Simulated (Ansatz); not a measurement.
# In15P16: the cost of one run

Method: DFT PBE, scalar-relativistic, plane waves, PAW, in Ansatz 0.2.0.

2 further runs of the same task are left out: 2 set aside as unsound or not needed.

## 1. The structure to begin with

Symmetry: F-43m, No. 216, cubic system. Conventional cell: a = 5.960 Å, b = 5.960 Å, c = 5.960 Å, α = 90.00°, β = 90.00°, γ = 90.00°. In (site symmetry -43m) has 4 P at 2.58 Å as nearest neighbours. P (site symmetry -43m) is surrounded by 4 In at 2.58 Å.

Coordinates:

```cif
data_structure
_symmetry_space_group_name_H-M 'F-43m'
_symmetry_Int_Tables_number 216
_cell_length_a 5.9598
_cell_length_b 5.9598
_cell_length_c 5.9598
_cell_angle_alpha 90.000
_cell_angle_beta 90.000
_cell_angle_gamma 90.000
_cell_volume 211.69
loop_
_atom_site_label
_atom_site_type_symbol
_atom_site_symmetry_multiplicity
_atom_site_Wyckoff_symbol
_atom_site_fract_x
_atom_site_fract_y
_atom_site_fract_z
_atom_site_occupancy
In1 In 4 a 0.00000 0.00000 0.00000 1
P1 P 4 d 0.25000 0.25000 0.75000 1
```

It goes back to an entry of the Materials Project.

It is the result of an earlier relaxation at this level (volume 26.46 Å³/atom; gap on the mesh: 0.44 eV).

The host's static dielectric tensor, from an earlier linear-response run, has a mean of 15.08.

The perfect supercell (rows 3 -1 -1; -1 3 -1; -1 -1 3 in vectors of this cell) comes from an earlier run at this level (32 atoms, E(σ→0) -101664.1460 eV, gap 2.12 eV on its own mesh).

## 2. Setting up the defect

The atom at (0.500, 0.500, 0.000) of the supercell is taken out. The other atoms start on their ideal sites. Its neighbours are 4 P at 2.58 Å.

## 3. Charge state 0

input.yaml reads:

```yaml
crystal:
  lattice:
    - [-5.9597880289, 5.9597880289, 5.9597880289]
    - [5.9597880289, -5.9597880289, 5.9597880289]
    - [5.9597880289, 5.9597880289, -5.9597880289]
  atoms:
    - { symbol: In, position: [0.5, 0.75, 0.75] }
    - { symbol: In, position: [0.5, 0.0, 0.5] }
    - { symbol: In, position: [0.75, 0.25, 0.0] }
    - { symbol: In, position: [0.5, 0.25, 0.25] }
    - { symbol: In, position: [0.75, 0.5, 0.75] }
    - { symbol: In, position: [0.75, 0.75, 0.5] }
    - { symbol: In, position: [0.0, 0.0, 0.0] }
    - { symbol: In, position: [0.75, 0.0, 0.25] }
    - { symbol: In, position: [0.0, 0.25, 0.75] }
    - { symbol: In, position: [0.0, 0.5, 0.5] }
    - { symbol: In, position: [0.25, 0.75, 0.0] }
    - { symbol: In, position: [0.0, 0.75, 0.25] }
    - { symbol: In, position: [0.25, 0.0, 0.75] }
    - { symbol: In, position: [0.25, 0.25, 0.5] }
    - { symbol: In, position: [0.25, 0.5, 0.25] }
    - { symbol: P, position: [0.25, 0.5, 0.0], spin: 0.25 }
    - { symbol: P, position: [0.25, 0.75, 0.75] }
    - { symbol: P, position: [0.25, 0.0, 0.5] }
    - { symbol: P, position: [0.5, 0.25, 0.0], spin: 0.25 }
    - { symbol: P, position: [0.25, 0.25, 0.25] }
    - { symbol: P, position: [0.5, 0.5, 0.75], spin: 0.25 }
    - { symbol: P, position: [0.5, 0.75, 0.5] }
    - { symbol: P, position: [0.75, 0.0, 0.0] }
    - { symbol: P, position: [0.5, 0.0, 0.25] }
    - { symbol: P, position: [0.75, 0.25, 0.75] }
    - { symbol: P, position: [0.75, 0.5, 0.5] }
    - { symbol: P, position: [0.0, 0.75, 0.0] }
    - { symbol: P, position: [0.75, 0.75, 0.25], spin: 0.25 }
    - { symbol: P, position: [0.0, 0.0, 0.75] }
    - { symbol: P, position: [0.0, 0.25, 0.5] }
    - { symbol: P, position: [0.0, 0.5, 0.25] }
  host:
    lattice:
      - [0.0, 2.9798940145, 2.9798940145]
      - [2.9798940145, 0.0, 2.9798940145]
      - [2.9798940145, 2.9798940145, 0.0]
    atoms:
      - { symbol: In, position: [0.0, 0.0, 0.0] }
      - { symbol: P, position: [0.25, 0.25, 0.25] }
basis:
  ecutwfc: 420
  xc_grid: 2
kpoints:
  mp_grid: { grid: [2, 2, 2], shift: [0.5, 0.5, 0.5] }
hamiltonian:
  xc: pbe
scf:
  occupations: { method: gaussian, width: 0.02 }
output:
  forces: true
  stress: false
  eigenvalues: true
  populations: true
  charged_corrections:
    defect_position: [0.5, 0.5, 0.0]
    epsilon: [[15.0794, 0.0, 0.0], [0.0, 15.0794, 0.0], [0.0, 0.0, 15.0794]]
magnetization:
  spin_polarized: true
relax:
  adjacent_minimum: "off"
  f_tol: 0.025
  max_steps: 45
```

Launch:

```sh
> ansatz run input.yaml --threads 4 --pin off --max-ram 6144MiB --backend cpu --events-out ev --progress --plain --runs-dir out
```

Q: Estimate wall time and peak memory on 4 threads of Arm Neoverse V1, shared host.

About 95 s, with a peak of 2.8 GiB.
